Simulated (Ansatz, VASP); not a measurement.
**Two plane-wave programs on Si3N4**

```
Si N
1.0
    -3.22566    3.22566    3.22566
     3.22566   -3.22566    3.22566
     3.22566    3.22566   -3.22566
Si N
6 8
Direct
  0.25000 0.12500 0.87500
  0.87500 0.25000 0.12500
  0.75000 0.37500 0.62500
  0.62500 0.75000 0.37500
  0.12500 0.87500 0.25000
  0.37500 0.62500 0.75000
  0.56146 0.56146 0.56146
  0.43854 0.50000 0.00000
  0.50000 0.00000 0.93854
  0.00000 0.43854 0.50000
  0.93854 0.50000 0.00000
  0.06146 0.06146 0.06146
  0.00000 0.93854 0.50000
  0.50000 0.00000 0.43854
```

Measurements of this composition are mostly on another form, of space group No. 176.

Alike in both runs: functional PBE; dispersion D3(BJ); k mesh 4 × 4 × 4; occupations gaussian, width 0.02 eV; no spin polarisation.

Ansatz relaxed the structure, and its values are those at the end. VASP's run is a single point on that final structure, the one shown.

|  | VASP | Ansatz |
| --- | --- | --- |
| version | VASP 6.6.1 | Ansatz 0.2.0 |
| potentials or method | VASP PAW PBE potentials, release 64 (Si, N) | scalar-relativistic, plane waves, PAW |
| plane-wave cutoff (eV) | 520 | 420 |
| valence electrons in the cell | 64 | 64 |

|  | VASP | Ansatz | Ansatz less VASP |
| --- | --- | --- | --- |
| gap on the k mesh at the Fermi level (eV) | 4.13 | 4.14 | +0.009 |
| least direct gap on the mesh (eV) | 4.33 | 4.33 | +0.006 |
| pressure (GPa) | -0.3 | 0.0 | +0.29 |

A k mesh can miss the band edges. A hybrid or GW would open this gap; PBE tends to underestimate it.
